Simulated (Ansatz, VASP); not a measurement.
**Cross-check of CoSi2 between VASP and Ansatz**

One calculation is typed for both programs; each brings its own data sets. How far apart do they land? The structure shown is the end of the Ansatz relaxation below.

Program: Ansatz 0.2.0. Level of theory: plane waves, with VASP 6.6.1 beside it; single point at PBEsol. Results are calculated unless marked as measured.

### 1. Set-up

The structure is tetragonal, space group I4/mmm (No. 139). The conventional cell has a = 3.719 Å, b = 3.719 Å, c = 5.379 Å, α = 90.00°, β = 90.00°, γ = 90.00°. Nearest to Co lie 8 Si at 2.29 Å. Si has 4 Co at 2.29 Å nearest. Farther neighbours are not listed.

### 2. Ansatz: relaxation, PBEsol

Ansatz runs on its PAW soft_1 files.

This run makes the geometry at which the two programs are then compared.

File input.yaml:

```yaml
crystal:
  lattice:
    - [3.71911419, 0.0, 0.0]
    - [0.0, 3.71911419, 0.0]
    - [0.0, 0.0, 5.3446265]
  atoms:
    - { symbol: Co, position: [0.0, 0.0, 0.0] }
    - { symbol: Co, position: [0.5, 0.5, 0.5] }
    - { symbol: Si, position: [0.5, 0.0, 0.25] }
    - { symbol: Si, position: [0.5, 0.0, 0.75] }
    - { symbol: Si, position: [0.0, 0.5, 0.75] }
    - { symbol: Si, position: [0.0, 0.5, 0.25] }
kpoints:
  mp_grid: { grid: [12, 12, 8] }
scf:
  occupations: { method: fermi_dirac, width: 0.05 }
hamiltonian:
  xc: pbesol
  pseudopotentials: { kind: paw, azcp: { folder: soft_1 }, xc_functional: pbe }
basis:
  ecutwfc: 600
output:
  forces: true
  stress: true
relax:
  f_tol: 0.005
  max_steps: 70
  cell: { stress_tol: 0.02, p_target: 0, fix: [a, b, alpha, beta, gamma] }
```

The run is started by

```sh
> ansatz run input.yaml --threads 4 --pin off --max-ram 10240MiB --backend cpu --events-out ev --progress --plain --runs-dir out
```

Numbers of over 12 decimals in the logs are rounded to 6 here.

Output:

```text
Engine: ansatz 0.2.0, aarch64-unknown-linux-gnu
Pseudopotentials: kind: paw
Pseudopotential: Co, paw, valence charge 17, recommended cutoff 420 eV (normal), soft_1/Co.paw.azcp
Pseudopotential: Si, paw, valence charge 4, recommended cutoff 420 eV (normal), soft_1/Si.paw.azcp
Functional definition: PBEsol
  exchange = pbesol_x
  correlation = pbesol_c
Crystal: 6 atoms, lattice volume = 73.926 Å³
Basis set: ecut = 600 eV, 2477 PW (Γ), exchange–correlation on 60×60×90 points (8 copies of the dense FFT grid, shifted against one another)
Bands: 31, of which v1, the nominal top of the filled ones, is band 25 counted from 1 (24 counted from 0)
Symmetry: 32 space group operations
Space group: I4/mmm (ITA 139), of the structure as read, at distance tolerance 4.2e-5 Å
k-points: 140 of 1152
Non-local potential: Co, projectors of the file, l = 0: 3, l = 1: 2, l = 2: 3, l = 3: 1
Non-local potential: Si, projectors of the file, l = 0: 2, l = 1: 2, l = 2: 1
PAW form: soft (Blöchl's): semilocal exchange-correlation on the pseudo side does not see the compensation charge
PAW frozen core: Co, regenerated for the run's functional, and the local potential with it (the file was generated under x = pbe(κ = 0.804, μ = 0.219515), c = pbe(β = 0.066725))
PAW frozen core: Si, regenerated for the run's functional, and the local potential with it (the file was generated under x = pbe(κ = 0.804, μ = 0.219515), c = pbe(β = 0.066725))
PAW one-centre angular grid: Co, 590 points (default); XC on 64 Gauss nodes
PAW one-centre angular grid: Si, 110 points (default); XC on 64 Gauss nodes
Initial density: superposition of atomic densities (chi_scale 0.1, normalization cell, long waves kept (reshape's long-wave potential 0.00 eV rms))
Initial wavefunctions: pseudopotential atomic-orbital guess
Functional: x = pbesol(κ = 0.804, μ = 0.123457), c = pbesol(β = 0.046)
SCF iter   1: F=—  HF=-12677.867443 eV  |F-HF|=—  |Δ(HF+E_count)|=         —  Δρ=1.37e-1  dr2=1.56e1  ethr=3.10e-3  ⟨swp⟩=6.5  Hψ=19827  notcnv=0  defer=13
preconditioner: auto → Kerker (q_TF=auto, 2.556 Å⁻¹)  [metal: Δε(μ)=0.028 eV  Ē_g=7.775 eV  σ=0.050 eV  W_gap=0.14  n_scr=20 (ndim 8)  ℏωp=25.2 eV  f_vac=0.000  D(μ)=1.71/eV (n_scr^D=6)]
SCF iter   2: F=—  HF=-12676.388877 eV  |F-HF|=—  |Δ(HF+E_count)|=    1.48e0  Δρ=5.43e-2  dr2=3.51e0  ethr=3.10e-3  ⟨swp⟩=2.3  Hψ=7433  notcnv=0  defer=157
SCF iter   3: F=—  HF=-12675.533226 eV  |F-HF|=—  |Δ(HF+E_count)|=   8.56e-1  Δρ=2.41e-2  dr2=5.95e-1  ethr=3.10e-3  ⟨swp⟩=2.1  Hψ=7264  notcnv=0  defer=157
SCF iter   4: F=—  HF=-12675.450785 eV  |F-HF|=—  |Δ(HF+E_count)|=   8.24e-2  Δρ=1.05e-2  dr2=5.73e-2  ethr=1.19e-3  ⟨swp⟩=2.0  Hψ=6186  notcnv=0  defer=156
SCF iter   5: F=—  HF=-12675.449776 eV  |F-HF|=—  |Δ(HF+E_count)|=   1.01e-3  Δρ=3.85e-3  dr2=1.33e-2  ethr=1.15e-4  ⟨swp⟩=2.2  Hψ=5705  notcnv=0  defer=157
SCF iter   6: F=—  HF=-12675.448077 eV  |F-HF|=—  |Δ(HF+E_count)|=   1.70e-3  Δρ=1.03e-3  dr2=1.21e-3  ethr=2.67e-5  ⟨swp⟩=1.2  Hψ=4316  notcnv=0  defer=157
SCF iter   7: F=—  HF=-12675.448004 eV  |F-HF|=—  |Δ(HF+E_count)|=   7.24e-5  Δρ=1.53e-4  dr2=2.94e-5  ethr=2.41e-6  ⟨swp⟩=2.6  Hψ=6530  notcnv=0  defer=157
SCF iter   8: F=—  HF=-12675.448048 eV  |F-HF|=—  |Δ(HF+E_count)|=   4.40e-5  Δρ=2.07e-5  dr2=4.04e-7  ethr=5.87e-8  ⟨swp⟩=2.0  Hψ=5770  notcnv=0  defer=157
SCF iter   9: F=-12675.448048 eV  HF=-12675.448048 eV  |F-HF|=1.53e-8  |Δ(HF+E_count)|=   1.15e-8  Δρ=6.01e-6  dr2=2.27e-8  ethr=2.00e-10  ⟨swp⟩=4.7  Hψ=16132  notcnv=0
SCF 1 converged in 9 iterations: F = -12675.448048 eV  dr2 = 2.27e-8
  greatest PAW one-centre occupation: 1.001 electrons in one spin orbital (limit 2), on the Co atom at site 1 (counted from 0), in its partial waves of l = 1
relax step   1: F+E_penalty+E_count = -12675.44804834 eV  Δ(F+E_penalty+E_count) = +0.000e0 eV  max|allowed force component| = 1.503e-17 eV/Å  Δτ_max = 0.0000 Å  P = +2.833 GPa  Ω = 73.926 Å³  fix = [a, b, alpha, beta, gamma]  reactions: a +3.409, b +3.409 GPa  (9 SCF iters, dr2 threshold 1.00e-7 eV, accepted)
[...]
relax step   2: F+E_penalty+E_count = -12675.44985482 eV  Δ(F+E_penalty+E_count) = -1.806e-3 eV  max|allowed force component| = 3.354e-17 eV/Å  Δτ_max = 0.0000 Å  P = +2.198 GPa  Ω = 74.157 Å³  energy of the carried Pulay correction = -2.106e-5 eV  fix = [a, b, alpha, beta, gamma]  reactions: a +2.871, b +2.871 GPa  (6 SCF iters, dr2 threshold 6.00e-7 eV, accepted)
[...]
relax step   3: F+E_penalty+E_count = -12675.45047747 eV  Δ(F+E_penalty+E_count) = -6.227e-4 eV  max|allowed force component| = 1.735e-17 eV/Å  Δτ_max = 0.0000 Å  P = +1.557 GPa  Ω = 74.395 Å³  energy of the carried Pulay correction = -4.263e-5 eV  fix = [a, b, alpha, beta, gamma]  reactions: a +2.327, b +2.327 GPa  (6 SCF iters, dr2 threshold 6.00e-7 eV, accepted)
[...]
relax step   4: F+E_penalty+E_count = -12675.45051940 eV  Δ(F+E_penalty+E_count) = -4.193e-5 eV  max|allowed force component| = 1.388e-17 eV/Å  Δτ_max = 0.0000 Å  P = +1.557 GPa  Ω = 74.395 Å³  fix = [a, b, alpha, beta, gamma]  reactions: a +2.327, b +2.327 GPa  stress off target by 1.89e-2 GPa on what of the cell is left free  SCF on the basis re-selected at this cell (its energy is not comparable with the rows above)  (7 SCF iters)
basis re-selected at this cell: Δ(F+E_penalty+E_count) = -4.193e-5 eV, ΔP = -0.000 GPa vs the last step (what re-selecting the basis moved, of the pressure what is left beyond the Pulay correction that the steps carried, after the strain that the cell walked since its last selection, with what the two solves' SCF thresholds leave and, on support functions, any second-order correction that the steps lacked; it is no m [...]
SCF converged after 7 iterations
Free energy (F): -12675.450519 eV
Harris-Foulkes:  -12675.450519 eV  (|F-HF|=1.82e-12)
Internal energy: -12675.435226 eV  (E = F + TS)
E sigma→0 (E₀):  -12675.442873 eV
Entropy (-TS):   -0.015294 eV (-2.549 meV/atom)
Fermi energy:    13.285744 eV
--- Per-component energies (eV) ---
  E_band       = -549.309166
  E_kinetic    = 772.918545
  E_local      = -7748.394978  (includes V_loc(G=0)·N_el)
  E_nonlocal   = 963.140733
  E_hartree    = 3515.407800
  E_xc         = -418.119726
  E_vxc        = -443.009795  (∫ρ·V_xc dr)
  E_paw        = -5073.795735  (= ΣΔE_a)
  E_vpaw       = -1124.779464  (= ΣTr[D̂ρ^β])
  E_aug_tail   = -0.000019  (compensation charges beyond the density's cutoff)
  E_ewald      = -4687.094929
  E_core_change = 0.503082  (= ΣΔE_core)
  E_smearing   = -0.015294  (= −TS)
  E_closure    = 0.000000  (closes the sum)
  Σ components = -12675.450519   (vs F -12675.450519, Δ=0.00e0)
--- Forces (eV/Å), atoms counted from 1 ---
  atom   1  Co     0.00000000    -0.00000000     0.00000000
  atom   2  Co    -0.00000000    -0.00000000    -0.00000000
  atom   3  Si     0.00000000     0.00000000    -0.00000000
  atom   4  Si    -0.00000000     0.00000000     0.00000000
  atom   5  Si     0.00000000     0.00000000     0.00000000
  atom   6  Si    -0.00000000     0.00000000    -0.00000000
  max |Σ_I F_I| component: 5.20e-18 eV/Å
--- Stress (GPa, compression-positive) ---
        2.326571       0.000000       0.000000
       -0.000000       2.326571       0.000000
        0.000000       0.000000       0.018883
  P = ⅓ Tr σ = 1.5573 GPa (15.573 kbar)
--- Relaxed structure (3 steps of the walk, 3 accepted, 1 SCFs on fresh bases) ---
  F+E_penalty+E_count = -12675.45051940 eV   max|allowed force component| = 1.388e-17 eV/Å   (the final SCF, on the basis selected at the relaxed cell)
  cell:  # Å, volume = 74.3952 Å³
    - [3.71911419, 0, 0.0]
    - [0, 3.71911419, 0.0]
    - [0.0, 0.0, 5.378558]
  atoms:
    - { symbol: Co, position: [0, 0, 0] }
    - { symbol: Co, position: [0.500000, 0.500000, 0.500000] }
    - { symbol: Si, position: [0.500000, 0, 0.250000] }
    - { symbol: Si, position: [0.500000, 0, 0.75] }
    - { symbol: Si, position: [0, 0.500000, 0.75] }
    - { symbol: Si, position: [0, 0.500000, 0.250000] }
```

In the SCF lines HF is the Harris–Foulkes energy and dr2 the Hartree energy of the density residual, in eV; the loop may stop once dr2 is under the threshold and the program's other checks hold. Hψ counts applications of the Hamiltonian.

### 3. VASP: single point, PBEsol, pair 1

The same cell, functional, mesh and smearing now go to VASP, with its own data sets.

Lines of VASP's logs that name or quote its potential files are left out, and so is its time.

File INCAR:

```
SYSTEM = CoSi2
PREC = Accurate
ENCUT = 600
EDIFF = 1E-06
NELM = 120
ISMEAR = -1
SIGMA = 0.05
LREAL = .FALSE.
ALGO = Normal
GGA = PS
NBANDS = 23
LASPH = .TRUE.
LORBIT = 11
LWAVE = .FALSE.
LCHARG = .FALSE.
ISIF = 2
GGA_COMPAT = .FALSE.
KPAR = 2
```

File POSCAR:

```
CoSi2
1.0
    3.7191141900      0.0000000000      0.0000000000
    0.0000000000      3.7191141900      0.0000000000
    0.0000000000      0.0000000000      5.3785580366
Co Si
2 4
Direct
    0.0000000000      0.0000000000      0.0000000000
    0.5000000000      0.5000000000      0.5000000000
    0.5000000000      0.0000000000      0.2500000000
    0.5000000000      0.0000000000      0.7500000000
    0.0000000000      0.5000000000      0.7500000000
    0.0000000000      0.5000000000      0.2500000000
```

File KPOINTS:

```
Automatic mesh
0
Gamma
12 12 8
0 0 0
```

The projector-augmented-wave data sets are Co and Si (PBE family, release 64).

The run is started by

```sh
> mpirun -np 2 vasp_std
```

Output:

```text
[banner, memory and clock lines left out]
running    2 mpi-ranks, on    1 nodes
 distrk:  each k-point on    1 cores,    2 groups
 distr:  one band on    1 cores,    1 groups

 POSCAR found type information on POSCAR CoSi
 POSCAR found :  2 types and       6 ions
|                                                                             |
|               ----> ADVICE to this user running VASP <----                  |
|                                                                             |
|     You enforced a specific xc type in the INCAR file but a different       |
|     [... a line on the potential file left out ...]
|     I HOPE YOU KNOW WHAT YOU ARE DOING!                                     |
|                                                                             |

 LDA part: xc-table for (Slater+PW92), standard interpolation
 POSCAR, INCAR and KPOINTS ok, starting setup
 FFT: planning ... GRIDC
 FFT: planning ... GRID_SOFT
 FFT: planning ... GRID
 WAVECAR not read
 entering main loop
       N       E                     dE             d eps       ncg     rms          rms(c)
DAV:   1     0.203148898649E+03    0.20315E+03   -0.15665E+04  6440   0.168E+03
DAV:   2    -0.297134058775E+02   -0.23286E+03   -0.22214E+03  6461   0.334E+02
DAV:   3    -0.447013094833E+02   -0.14988E+02   -0.14326E+02  8194   0.975E+01
DAV:   4    -0.452076720141E+02   -0.50636E+00   -0.50468E+00  7708   0.175E+01
DAV:   5    -0.452301429584E+02   -0.22471E-01   -0.22464E-01  9185   0.354E+00    0.219E+01
DAV:   6    -0.521045478239E+02   -0.68744E+01   -0.86207E+01  8904   0.149E+02    0.248E+01
DAV:   7    -0.418674991986E+02    0.10237E+02   -0.38341E+01  8309   0.122E+02    0.642E+00
DAV:   8    -0.421114478779E+02   -0.24395E+00   -0.41980E+00  7440   0.116E+01    0.358E+00
DAV:   9    -0.419677814055E+02    0.14367E+00   -0.36899E-01  9420   0.974E+00    0.973E-01
DAV:  10    -0.419633151067E+02    0.44663E-02   -0.30542E-02  7451   0.113E+00    0.369E-01
DAV:  11    -0.419632436665E+02    0.71440E-04   -0.17301E-03  9576   0.483E-01    0.170E-01
DAV:  12    -0.419631132910E+02    0.13038E-03   -0.43465E-04  9928   0.324E-01    0.496E-02
DAV:  13    -0.419631173602E+02   -0.40692E-05   -0.70096E-05  7329   0.510E-02    0.325E-02
DAV:  14    -0.419631157791E+02    0.15811E-05   -0.44204E-06  7276   0.152E-02    0.449E-03
DAV:  15    -0.419631159256E+02   -0.14644E-06   -0.51443E-07  4487   0.569E-03
   1 F= -.41963116E+02 E0= -.41955475E+02  d E =-.152823E-01
```

From OUTCAR (step 3):

```text
ion  position               nearest neighbor table
   1  0.000  0.000  0.000-   3 2.29   4 2.29   5 2.29   6 2.29   5 2.29   6 2.29   3 2.29   4 2.29

  LATTYP: Found a simple tetragonal cell.
 ALAT       =     3.7191141900
 C/A-ratio  =     1.4461933035

 Subroutine GETGRP returns: Found 16 space group operations
 (whereof 16 operations were pure point group operations)

The static configuration has the point symmetry D_4h.

 Found    140 irreducible k-points:

   k-points           NKPTS =    140   k-points in BZ     NKDIM =    140   number of bands    NBANDS=     23

   dimension x,y,z NGX =    30 NGY =   30 NGZ =   48
   dimension x,y,z NGXF=    60 NGYF=   60 NGZF=   96

   ENCUT  =  600.0 eV  44.10 Ry    6.64 a.u.   7.43  7.43 10.74*2*pi/ulx,y,z

   NELECT =      34.0000    total number of electrons

 k-points in reciprocal lattice and weights: Automatic mesh
   0.00000000  0.00000000  0.00000000       0.001
   0.08333333  0.00000000  0.00000000       0.003
   0.16666667  0.00000000  0.00000000       0.003
   0.25000000  0.00000000  0.00000000       0.003
   0.33333333  0.00000000  0.00000000       0.003
   0.41666667  0.00000000  0.00000000       0.003
   0.50000000  0.00000000  0.00000000       0.002
   0.08333333  0.08333333  0.00000000       0.003
   0.16666667  0.08333333  0.00000000       0.007
[...]
0.50000000  0.41666667  0.50000000       0.003
   0.50000000  0.50000000  0.50000000       0.001

 average (electrostatic) potential at core
       1 -77.6884       2 -77.6884       3 -78.7211       4 -78.7211       5 -78.7211
       6 -78.7211

 E-fermi :  10.4262

 k-point     1 :       0.0000    0.0000    0.0000
  band No.  band energies     occupation
    ...
     11       8.3534      2.00000
     12       8.3539      2.00000
     13       8.3673      2.00000
     14       8.4749      2.00000
     15       9.0497      2.00000
     16      11.5500      0.00000
     17      12.2617      0.00000
     18      13.3987      0.00000
     19      13.7030      0.00000
     20      13.8907      0.00000
    ...

 k-point     2 :       0.0833    0.0000    0.0000
  band No.  band energies     occupation
    ...
     11       8.3684      2.00000
     12       8.3728      2.00000
     13       8.4307      2.00000
     14       8.6094      2.00000
     15       9.0924      2.00000
     16      11.5856      0.00000
     17      12.3529      0.00000
     18      12.8449      0.00000
     19      12.8698      0.00000
     20      13.6021      0.00000
    ...

 k-point     3 :       0.1667    0.0000    0.0000
  band No.  band energies     occupation
    ...
     11       8.3081      2.00000
     12       8.3773      2.00000
     13       8.4329      2.00000
     14       8.9645      2.00000
     15       9.2233      2.00000
     16      11.3040      0.00000
     17      11.6480      0.00000
     18      12.5057      0.00000
     19      12.6345      0.00000
     20      13.7422      0.00000
    ...

  Total        1.1128424      1.1128424      0.0360427      0.0000000     -0.0000000      0.0000000
  in kB       23.9662105     23.9662105      0.7762167      0.0000000     -0.0000000      0.0000000
  external PRESSURE =      16.2362126 kB  Pullay stress =       0.0000000 kB

  energy-cutoff  :      600.00
  volume of cell :       74.40
      direct lattice vectors                 reciprocal lattice vectors
     3.719114190  0.000000000  0.000000000     0.268881231  0.000000000  0.000000000
     0.000000000  3.719114190  0.000000000     0.000000000  0.268881231  0.000000000
     0.000000000  0.000000000  5.378558037     0.000000000  0.000000000  0.185923438

 POSITION                                       TOTAL-FORCE (eV/Angst)
 -----------------------------------------------------------------------------------
      0.00000      0.00000      0.00000         0.000000      0.000000      0.000000
      1.85956      1.85956      2.68928        -0.000000     -0.000000     -0.000000
      1.85956      0.00000      1.34464         0.000000      0.000000      0.000000
      1.85956      0.00000      4.03392         0.000000      0.000000      0.000000
      0.00000      1.85956      4.03392        -0.000000     -0.000000      0.000000
      0.00000      1.85956      1.34464         0.000000     -0.000000      0.000000
 -----------------------------------------------------------------------------------
    total drift:                                0.000000      0.000000      0.000000

  FREE ENERGIE OF THE ION-ELECTRON SYSTEM (eV)
  ---------------------------------------------------
  free  energy   TOTEN  =       -41.9631159256 eV

  energy  without entropy=      -41.9478336171  energy(sigma->0) =      -41.95547477

 total charge
# of ion       s       p       d       tot
------------------------------------------
    1        0.560   0.760   7.636   8.955
    2        0.560   0.760   7.636   8.955
    3        0.716   0.893   0.000   1.609
    4        0.716   0.893   0.000   1.609
    5        0.716   0.893   0.000   1.609
    6        0.716   0.893   0.000   1.609
--------------------------------------------------
tot          3.985   5.092  15.271  24.348

[... 3 further parts left out ...]
```

This run has no spin polarisation, so a moment on Co, if there is one, isn't seen.

### 4. Differences

Known differences besides the potentials themselves: the data sets hold 50 valence electrons in Ansatz (on its PAW soft_1 files) and 34 in VASP; Ansatz makes its cores anew for this functional, VASP keeps those of its PBE data sets; Ansatz's pressure holds a Pulay correction, VASP's none. Total energies have different zeros and are not compared.

Compared:

| quantity | Ansatz | VASP | difference |
| --- | --- | --- | --- |
| pressure (GPa) | 1.56 | 1.62 | -0.07 |

### 5. Ansatz: relaxation, PBEsol

This run makes the geometry at which the two programs are then compared. The cell compared in this pair holds 75.58 Å³, against 74.40 Å³ for the pair before.

The structure compared here is the end of the Ansatz relaxation.

Changes to input.yaml since step 2:

```diff
@@ -2,5 +2,5 @@
   lattice:
-    - [3.71911419, 0.0, 0.0]
-    - [0.0, 3.71911419, 0.0]
-    - [0.0, 0.0, 5.3446265]
+    - [3.79424781, 0.0, 0.0]
+    - [0.0, 3.79424781, 0.0]
+    - [0.0, 0.0, 5.2808735]
   atoms:
```

The run is started by

```sh
> ansatz run input.yaml --threads 4 --pin off --max-ram 10240MiB --backend cpu --events-out ev --progress --plain --runs-dir out
```

Output:

```text
[...]
Crystal: 6 atoms, lattice volume = 76.025 Å³
Basis set: ecut = 600 eV, 2509 PW (Γ), exchange–correlation on 64×64×90 points (8 copies of the dense FFT grid, shifted against one another)
Bands: 31, of which v1, the nominal top of the filled ones, is band 25 counted from 1 (24 counted from 0)
Symmetry: 32 space group operations
[...]
k-points: 140 of 1152
[...]
cell:  # Å, volume = 75.5772 Å³
    - [3.79424781, 0, 0.0]
    - [0, 3.79424781, 0.0]
    - [0.0, 0.0, 5.249759]
  atoms:
    - { symbol: Co, position: [0, 0, 0] }
    - { symbol: Co, position: [0.5, 0.5, 0.5] }
    - { symbol: Si, position: [0.5, 0, 0.25] }
    - { symbol: Si, position: [0.5, 0, 0.750000] }
    - { symbol: Si, position: [0, 0.5, 0.750000] }
    - { symbol: Si, position: [0, 0.5, 0.25] }
[key lines of the parts left out:]
SCF converged after 6 iterations
Free energy (F): -12675.451109 eV
Fermi energy:    13.005880 eV
P = ⅓ Tr σ = -1.5074 GPa (-15.074 kbar)
```

[end of part 1 of 2]

[Lines on the potential files, build, host, timing and source positions are cut from VASP's logs without a mark.]

[Logs are printed without paths, hosts, clocks, repeated set-up lines and the standing remarks that a program may print on its own settings, such as how far it seeks lower states.]

[Hosts, paths, dates, database ids (printed as entryN), source tags and the programs' standing remarks are cut or masked in the printed files.]
